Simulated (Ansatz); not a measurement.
# CoO (Fm-3m) in Ansatz: further runs

The runs below take CoO through single point, with PBEsol.

Program: Ansatz 0.2.0. These are calculated values, not measurements. Logs are shortened: lines on timing, memory, paths and dates and some standing lists are left out, and cuts for length are marked.

## 1. The structure

It takes space group Fm-3m (No. 225, cubic). The conventional cell has a = 4.263 Å, b = 4.263 Å, c = 4.263 Å, α = 90.00°, β = 90.00°, γ = 90.00°. Around Co (site symmetry m-3m) lie 6 O at 2.13 Å. O (site symmetry m-3m) is surrounded by 6 Co at 2.13 Å.

## 2. Single point, PBEsol, collinear spin, ferromagnetic start, 9.10 Å³/atom (volume scaled by 0.94)

input.yaml

```yaml
crystal:
  lattice:
    - [0.0, 2.0879877907, 2.0879877907]
    - [2.0879877907, 0.0, 2.0879877907]
    - [2.0879877907, 2.0879877907, 0.0]
  atoms:
    - { symbol: Co, position: [0.0, 0.0, 0.0], spin: 2.0 }
    - { symbol: O, position: [0.5, 0.5, 0.5] }
kpoints:
  mp_grid: { grid: [11, 11, 11] }
scf:
  occupations: { method: fermi_dirac, width: 0.05 }
hamiltonian:
  xc: pbesol
  pseudopotentials: { kind: all_electron, lapw: { basis_error: 0.0005 } }
magnetization:
  spin_polarized: true
output:
  forces: true
  stress: true
  eigenvalues: true
```

Potentials or basis: all-electron LAPW, scalar-relativistic.

Launch:

```sh
$ ansatz run input.yaml --threads 2 --pin off --max-ram 6144MiB --backend cpu --events-out ev --progress --plain --runs-dir out
```

The log of the run:

```text
Warning: RAYON_NUM_THREADS=2 ignored (pool sized by the plan → 2); use --threads N
LAPW: plane waves up to 10.318 Å⁻¹, error target 5.0e-4 eV per atom; small_component_spin mean_spin; O in spheres of 0.948 Å, 8 of its electrons in bands, Dirac shells []; Co in spheres of 1.140 Å, 17 of its electrons in bands, Dirac shells [] (how accurate: hamiltonian.pseudopotentials.lapw.basis_error, Limitations)
Engine: ansatz 0.2.0, x86_64-unknown-linux-gnu
Pseudopotentials: kind: all_electron
Pseudopotential: Co, LAPW, valence charge 17, lapw/all_electron/scalar/gaussian/Co, Koelling and Harmon's equation, gaussian nucleus
Pseudopotential: O, LAPW, valence charge 8, lapw/all_electron/scalar/gaussian/O, Koelling and Harmon's equation, gaussian nucleus
Functional definition: PBEsol
  exchange = pbesol_x
  correlation = pbesol_c
Crystal: 2 atoms, lattice volume = 18.206 Å³
Basis set: ecut = 405.6494078147471 eV, 331 PW (Γ), exchange–correlation at level 2
Bands: 18, of which v1, the nominal top of the filled ones, is band 13 counted from 1 (12 counted from 0)
Symmetry: 48 space group operations
Space group: Fm-3m (ITA 225), of the structure as read, at distance tolerance 2.6e-5 Å
Magnetic group: BNS 225.116 (UNI 1618), of the structure as read, at distance tolerance 2.6e-5 Å
k-points: 56 of 1331
Non-local potential: Co, projectors of the file, none
Non-local potential: O, projectors of the file, none
Initial density: superposition of atomic densities (chi_scale 0.1, normalization cell, long waves kept (reshape's long-wave potential 0.00 eV rms))
Starting moments: Σ|m| = 2 μB on 1 of 2 sites
Initial wavefunctions: plane waves of lowest kinetic energy (no species holds an atomic orbital)
Functional: x = pbesol(κ = 0.804, μ = 0.12345679012345678), c = pbesol(β = 0.046)
iter 1 solved again at ethr=5.55e-3 eV; its pass at ethr=1.00e-1 eV (dr2=1.39e0 eV) is discarded
SCF iter   1: F=—  HF=-39925.448164 eV  |F-HF|=—  |Δ(HF+E_count)|=         —  Δρ=6.02e-2 (↑5.83e-2 ↓6.02e-2)  dr2=1.39e0  dr2_m=2.82e-1  M=3.000 μB ∫|m|=3.002 μB  β_m=0.30  ethr=5.55e-3  ⟨swp⟩=2.0  Hψ=13169  notcnv=0
Mixer restart at iter 1: flushing history
preconditioner: auto → none  [metal: Δε(μ)=0.012 eV  Ē_g=14.567 eV  σ=0.050 eV  W_gap=0.06  n_scr=8 (ndim 8)  ℏωp=33.7 eV  f_vac=0.000  D(μ)=3.82/eV (n_scr^D=64)  sad-step TF]
SCF iter   2: F=—  HF=-39924.741407 eV  |F-HF|=—  |Δ(HF+E_count)|=   7.07e-1  Δρ=3.28e-2 (↑3.28e-2 ↓2.68e-2)  dr2=2.85e-1  dr2_m=9.04e-2  M=2.882 μB ∫|m|=2.884 μB  β_m=0.44  ethr=5.55e-3  ⟨swp⟩=2.0  Hψ=6033  notcnv=0
SCF iter   3: F=—  HF=-39924.694762 eV  |F-HF|=—  |Δ(HF+E_count)|=         —  Δρ=1.49e-2 (↑1.49e-2 ↓1.14e-2)  dr2=8.22e-2  dr2_m=1.35e-2  M=2.860 μB ∫|m|=2.868 μB  β_m=0.44  ethr=1.14e-3  ⟨swp⟩=2.0  Hψ=6019  notcnv=0
Mixer restart at iter 3: flushing history
iter 4 solved again at ethr=2.06e-5 eV; its pass at ethr=3.29e-4 eV (dr2=5.14e-3 eV) is discarded
SCF iter   4: F=—  HF=-39924.693210 eV  |F-HF|=—  |Δ(HF+E_count)|=         —  Δρ=6.07e-3 (↑6.07e-3 ↓3.15e-3)  dr2=5.14e-3  dr2_m=2.44e-3  M=2.796 μB ∫|m|=2.805 μB  β_m=0.50  ethr=2.06e-5  ⟨swp⟩=2.0  Hψ=9985  notcnv=0
the basis was enlarged: its passes take 3.1 MiB over the memory plan, 2 of 2 planned eigensolver slots
SCF iter   5: F=—  HF=-39924.703508 eV  |F-HF|=—  |Δ(HF+E_count)|=   1.03e-2  Δρ=4.63e-3 (↑4.63e-3 ↓3.54e-3)  dr2=7.73e-3  dr2_m=1.33e-3  M=2.829 μB ∫|m|=2.840 μB  β_m=0.58  ethr=2.05e-5  ⟨swp⟩=2.7  Hψ=5928  notcnv=0
SCF iter   6: F=—  HF=-39924.705286 eV  |F-HF|=—  |Δ(HF+E_count)|=   1.78e-3  Δρ=5.30e-4 (↑2.84e-4 ↓5.30e-4)  dr2=2.73e-5  dr2_m=2.17e-5  M=2.808 μB ∫|m|=2.821 μB  β_m=0.66  ethr=2.05e-5  ⟨swp⟩=2.0  Hψ=5533  notcnv=0
SCF iter   7: F=—  HF=-39924.705374 eV  |F-HF|=—  |Δ(HF+E_count)|=   8.77e-5  Δρ=1.71e-4 (↑8.46e-5 ↓1.71e-4)  dr2=6.14e-6  dr2_m=1.39e-6  M=2.809 μB ∫|m|=2.823 μB  β_m=0.65  ethr=1.09e-7  ⟨swp⟩=2.9  Hψ=5846  notcnv=0
SCF iter   8: F=—  HF=-39924.705376 eV  |F-HF|=—  |Δ(HF+E_count)|=   1.95e-6  Δρ=5.97e-5 (↑4.18e-5 ↓5.97e-5)  dr2=5.37e-7  dr2_m=3.18e-7  M=2.810 μB ∫|m|=2.824 μB  β_m=0.67  ethr=2.46e-8  ⟨swp⟩=2.6  Hψ=5701  notcnv=0
SCF iter   9: F=—  HF=-39924.705377 eV  |F-HF|=—  |Δ(HF+E_count)|=   9.90e-7  Δρ=3.85e-5 (↑1.85e-5 ↓3.85e-5)  dr2=1.94e-7  dr2_m=1.02e-7  M=2.810 μB ∫|m|=2.824 μB  β_m=0.83  ethr=2.15e-9  ⟨swp⟩=2.0  Hψ=5504  notcnv=0
SCF iter  10: F=—  HF=-39924.705377 eV  |F-HF|=—  |Δ(HF+E_count)|=   3.75e-7  Δρ=4.41e-6 (↑2.64e-6 ↓4.41e-6)  dr2=2.12e-9  dr2_m=1.71e-9  M=2.810 μB ∫|m|=2.824 μB  β_m=0.92  ethr=7.77e-10  ⟨swp⟩=2.7  Hψ=5647  notcnv=0
SCF iter  11: F=-39924.705377 eV  HF=-39924.705377 eV  |F-HF|=4.29e-10  |Δ(HF+E_count)|=   2.44e-9  Δρ=7.92e-7 (↑2.45e-7 ↓7.92e-7)  dr2=1.76e-10  dr2_m=2.04e-11  M=2.810 μB ∫|m|=2.824 μB  ethr=8.49e-12  ⟨swp⟩=3.0  Hψ=5832  notcnv=0
SCF 1 converged in 11 iterations: F = -39924.705377 eV  dr2 = 1.76e-10
SCF converged after 11 iterations
Magnetization: 2.8103 μB (13.9051 up, 11.0949 down)
Absolute magnetization: 2.8241 μB (∫|ρ↑−ρ↓|)
Spin contamination: 0.0094 ħ² per cell (⟨S²⟩ above its minimum at these occupations)
Per-site moments (μB) at R_I (Å): [(2.4834115091579303, 1.1404758652012181), (0.30521248189331374, 0.9475118943853393)]
Free energy (F): -39924.705377 eV
Harris-Foulkes:  -39924.705377 eV  (|F-HF|=4.29e-10)
Internal energy: -39924.673728 eV  (E = F + TS)
E sigma→0 (E₀):  -39924.689553 eV
Entropy (-TS):   -0.031650 eV (-15.825 meV/atom)
Fermi energy:    15.281519 eV
--- Per-component energies (eV) ---
  E_band       = -1256.030621
  E_kinetic    = 40479.377198
  E_xc         = -1817.062597
  E_electrostatic = -78586.988328  (all electrons and nuclei)
  E_smearing   = -0.031650  (= −TS)
  E_closure    = 0.000000  (closes the sum)
  E_atoms      = -39909.458948  (free atoms, spherical and without spin; not in F)
  Σ components = -39924.705377   (vs F -39924.705377, Δ=0.00e0)
  Basis errors (estimates in eV, not in F): energy 1.8e-4 per atom: plane waves 1.6e-4 (8.6e-5 summed), levels above the bands 1.9e-140, relativity 2.6e-8, radial functions 2.7e-5, core shells 1.4e-8; eigenvalues (radial functions only) 9.2e-7; not estimated: angular momenta, meshes, grids; target (lapw.basis_error) 5.0e-4; muffin-tin radii O 0.948 Å, Co 1.140 Å
--- Forces (eV/Å), atoms counted from 1 ---
  atom   1  Co    -0.00000000     0.00000000     0.00000000
  atom   2  O      0.00000000    -0.00000000    -0.00000000
  max |Σ_I F_I| component: 1.03e-29 eV/Å
--- Stress (GPa, compression-positive) ---
       -0.614642       0.000000      -0.000000
        0.000000      -0.614642       0.000000
       -0.000000       0.000000      -0.614642
  P = ⅓ Tr σ = -0.6146 GPa (-6.146 kbar)
--- Band table (eV; the first three rows and the last of 112) ---
  k-point 0 ↑: bands = ["-490.0159", "-81.2812", "-44.6771", "-44.6771", "-44.6771", "-5.5618", "11.7420", "11.7420", "11.7420", "11.9677", "11.9677", "12.0827", "12.0827", "12.0827", "16.3842", "31.9067", "33.5519", "33.5519"]
  k-point 1 ↑: bands = ["-490.0159", "-81.2808", "-44.6812", "-44.6777", "-44.6777", "-5.4646", "10.8782", "10.9453", "10.9453", "12.1324", "12.1324", "12.4068", "12.8180", "12.8180", "16.9617", "30.4255", "33.2974", "33.2974"]
  k-point 2 ↑: bands = ["-490.0159", "-81.2797", "-44.6919", "-44.6791", "-44.6791", "-5.1928", "9.5201", "10.1451", "10.1451", "12.3075", "12.3075", "12.6624", "13.7274", "13.7274", "18.1666", "28.3042", "32.2475", "32.2475"]
  k-point 55 ↓: bands = ["-489.7394", "-78.3541", "-41.8648", "-41.8620", "-41.8463", "-3.4514", "8.9270", "8.9921", "9.8544", "14.6657", "14.9631", "15.4437", "16.1253", "16.8555", "24.5349", "25.7048", "25.8057", "29.3168"]
```

Wall time 19 s (2 threads of Intel Xeon Platinum 8259CL at 2.50GHz (Skylake/Cascade Lake), shared host); peak memory 0.51 GiB.

What came out:

| Property | Result |
| --- | --- |
| Free energy | -39924.7054 eV |
| Pressure | -0.6 GPa |
| Band gap on the k mesh | none (metal or under the smearing width) |
| Net moment | 2.81 μB per cell |
| Absolute moment | 2.82 μB per cell |
| Site moments | Co +2.48; O +0.31 μB |

Caveat: a cell with one magnetic atom can't hold antiferromagnetic order, which such compounds often take; semilocal functionals often make such compounds metallic where correlation or magnetic order opens a gap, which also shifts bond lengths.

## 3. Single point, PBEsol, collinear spin, ferromagnetic start, 9.30 Å³/atom (volume scaled by 0.96)

Changes to input.yaml since step 2:

```diff
@@ -2,5 +2,5 @@
   lattice:
-    - [0.0, 2.0879877907, 2.0879877907]
-    - [2.0879877907, 0.0, 2.0879877907]
-    - [2.0879877907, 2.0879877907, 0.0]
+    - [0.0, 2.1026924146, 2.1026924146]
+    - [2.1026924146, 0.0, 2.1026924146]
+    - [2.1026924146, 2.1026924146, 0.0]
   atoms:
```

Potentials or basis: all-electron LAPW, scalar-relativistic.

Launch:

```sh
$ ansatz run input.yaml --threads 2 --pin off --max-ram 6144MiB --backend cpu --events-out ev --progress --plain --runs-dir out
```

It took 21 s on 2 threads of Intel Xeon Platinum 8259CL at 2.50GHz (Skylake/Cascade Lake), shared host; peak memory 0.51 GiB.

It converged, with:

- Free energy: -39924.6993 eV
- Pressure: -4.4 GPa
- Band gap on the k mesh: none (metal or under the smearing width)
- Net moment: 2.86 μB per cell
- Absolute moment: 2.88 μB per cell
- Site moments: Co +2.53; O +0.32 μB

Caveat: a cell with one magnetic atom can't hold antiferromagnetic order, which such compounds often take; semilocal functionals often make such compounds metallic where correlation or magnetic order opens a gap, which also shifts bond lengths.

## 4. Single point, PBEsol, collinear spin, ferromagnetic start, 9.49 Å³/atom (volume scaled by 0.98)

Changes to input.yaml since step 3:

```diff
@@ -2,5 +2,5 @@
   lattice:
-    - [0.0, 2.1026924146, 2.1026924146]
-    - [2.1026924146, 0.0, 2.1026924146]
-    - [2.1026924146, 2.1026924146, 0.0]
+    - [0.0, 2.1171941998, 2.1171941998]
+    - [2.1171941998, 0.0, 2.1171941998]
+    - [2.1171941998, 2.1171941998, 0.0]
   atoms:
```

Launch:

```sh
$ ansatz run input.yaml --threads 2 --pin off --max-ram 6144MiB --backend cpu --events-out ev --progress --plain --runs-dir out
```

Wall time 19 s (2 threads of Intel Xeon Platinum 8259CL at 2.50GHz (Skylake/Cascade Lake), shared host); peak memory 0.51 GiB.

Results (log left out):

```
Free energy            : -39924.6845 eV
Pressure               : -7.7 GPa
Band gap on the k mesh : none (metal or under the smearing width)
Net moment             : 2.92 μB per cell
Absolute moment        : 2.93 μB per cell
Site moments           : Co +2.57; O +0.33 μB
```

Caveat: a cell with one magnetic atom can't hold antiferromagnetic order, which such compounds often take; semilocal functionals often make such compounds metallic where correlation or magnetic order opens a gap, which also shifts bond lengths.

## 5. Single point, PBEsol, collinear spin, ferromagnetic start, 9.68 Å³/atom

Changes to input.yaml since step 4:

```diff
@@ -2,5 +2,5 @@
   lattice:
-    - [0.0, 2.1171941998, 2.1171941998]
-    - [2.1171941998, 0.0, 2.1171941998]
-    - [2.1171941998, 2.1171941998, 0.0]
+    - [0.0, 2.1315, 2.1315]
+    - [2.1315, 0.0, 2.1315]
+    - [2.1315, 2.1315, 0.0]
   atoms:
```

Launch:

```sh
$ ansatz run input.yaml --threads 2 --pin off --max-ram 6144MiB --backend cpu --events-out ev --progress --plain --runs-dir out
```

It took 19 s on 2 threads of Intel Xeon Platinum 8259CL at 2.50GHz (Skylake/Cascade Lake), shared host; peak memory 0.49 GiB.

It converged, with:

```
Free energy            : -39924.6620 eV
Pressure               : -10.8 GPa
Band gap on the k mesh : none (metal or under the smearing width)
Net moment             : 2.96 μB per cell
Absolute moment        : 2.97 μB per cell
Site moments           : Co +2.60; O +0.34 μB
```

Caveat: a cell with one magnetic atom can't hold antiferromagnetic order, which such compounds often take; semilocal functionals often make such compounds metallic where correlation or magnetic order opens a gap, which also shifts bond lengths.

## 6. Single point, PBEsol, collinear spin, ferromagnetic start, 9.88 Å³/atom (volume scaled by 1.02)

Changes to input.yaml since step 5:

```diff
@@ -2,5 +2,5 @@
   lattice:
-    - [0.0, 2.1315, 2.1315]
-    - [2.1315, 0.0, 2.1315]
-    - [2.1315, 2.1315, 0.0]
+    - [0.0, 2.1456163054, 2.1456163054]
+    - [2.1456163054, 0.0, 2.1456163054]
+    - [2.1456163054, 2.1456163054, 0.0]
   atoms:
```

Potentials or basis: all-electron LAPW, scalar-relativistic.

Launch:

```sh
$ ansatz run input.yaml --threads 2 --pin off --max-ram 6144MiB --backend cpu --events-out ev --progress --plain --runs-dir out
```

Wall time 18 s (2 threads of Intel Xeon Platinum 8259CL at 2.50GHz (Skylake/Cascade Lake), shared host); peak memory 0.5 GiB.

It converged, with:

* Free energy: -39924.6322 eV
* Pressure: -13.8 GPa
* Band gap on the k mesh: none (metal or under the smearing width)
* Net moment: 2.98 μB per cell
* Absolute moment: 3.00 μB per cell
* Site moments: Co +2.62; O +0.34 μB

Caveat: a cell with one magnetic atom can't hold antiferromagnetic order, which such compounds often take; semilocal functionals often make such compounds metallic where correlation or magnetic order opens a gap, which also shifts bond lengths.

## 7. Single point, PBEsol, collinear spin, ferromagnetic start, 10.07 Å³/atom (volume scaled by 1.04)

Changes to input.yaml since step 6:

```diff
@@ -2,5 +2,5 @@
   lattice:
-    - [0.0, 2.1456163054, 2.1456163054]
-    - [2.1456163054, 0.0, 2.1456163054]
-    - [2.1456163054, 2.1456163054, 0.0]
+    - [0.0, 2.1595492692, 2.1595492692]
+    - [2.1595492692, 0.0, 2.1595492692]
+    - [2.1595492692, 2.1595492692, 0.0]
   atoms:
```

Launch:

```sh
$ ansatz run input.yaml --threads 2 --pin off --max-ram 6144MiB --backend cpu --events-out ev --progress --plain --runs-dir out
```

Run time: 19 s. Hardware: 2 threads of Intel Xeon Platinum 8259CL at 2.50GHz (Skylake/Cascade Lake), shared host; peak memory 0.5 GiB.

It converged, with:

- Free energy: -39924.5957 eV
- Pressure: -16.4 GPa
- Band gap on the k mesh: none (metal or under the smearing width)
- Net moment: 2.99 μB per cell
- Absolute moment: 3.01 μB per cell
- Site moments: Co +2.63; O +0.35 μB

Caveat: a cell with one magnetic atom can't hold antiferromagnetic order, which such compounds often take; semilocal functionals often make such compounds metallic where correlation or magnetic order opens a gap, which also shifts bond lengths.

## 8. Single point, PBEsol, collinear spin, ferromagnetic start, 10.27 Å³/atom (volume scaled by 1.06)

Changes to input.yaml since step 7:

```diff
@@ -2,5 +2,5 @@
   lattice:
-    - [0.0, 2.1595492692, 2.1595492692]
-    - [2.1595492692, 0.0, 2.1595492692]
-    - [2.1595492692, 2.1595492692, 0.0]
+    - [0.0, 2.173304731, 2.173304731]
+    - [2.173304731, 0.0, 2.173304731]
+    - [2.173304731, 2.173304731, 0.0]
   atoms:
```

Launch:

```sh
$ ansatz run input.yaml --threads 2 --pin off --max-ram 6144MiB --backend cpu --events-out ev --progress --plain --runs-dir out
```

It took 18 s on 2 threads of Intel Xeon Platinum 8259CL at 2.50GHz (Skylake/Cascade Lake), shared host; peak memory 0.51 GiB.

The run converged. Its results:

| Quantity | Value |
| --- | --- |
| Free energy | -39924.5529 eV |
| Pressure | -18.9 GPa |
| Band gap on the k mesh | none (metal or under the smearing width) |
| Net moment | 3.00 μB per cell |
| Absolute moment | 3.01 μB per cell |
| Site moments | Co +2.63; O +0.35 μB |

Caveat: a cell with one magnetic atom can't hold antiferromagnetic order, which such compounds often take; semilocal functionals often make such compounds metallic where correlation or magnetic order opens a gap, which also shifts bond lengths.

## 9. The reference run

An earlier run on the cell as given: functional PBEsol; potentials or basis all-electron LAPW, scalar-relativistic; cutoff 360 eV (chosen from the basis error); basis error allowed 0.001 eV/atom; k mesh 11 × 11 × 11; occupations fermi-dirac, width 0.05 eV; collinear spin, ferromagnetic start; starting moments [2.0, 0.0] μB.

* Pressure: -10.8 GPa
* Band gap on the k mesh: none (metal or under the smearing width)
* Net moment: 2.96 μB per cell
* Absolute moment: 2.97 μB per cell
* Site moments: Co +2.60; O +0.34 μB
* Loewdin charges: Co +1.11; O -0.98 e
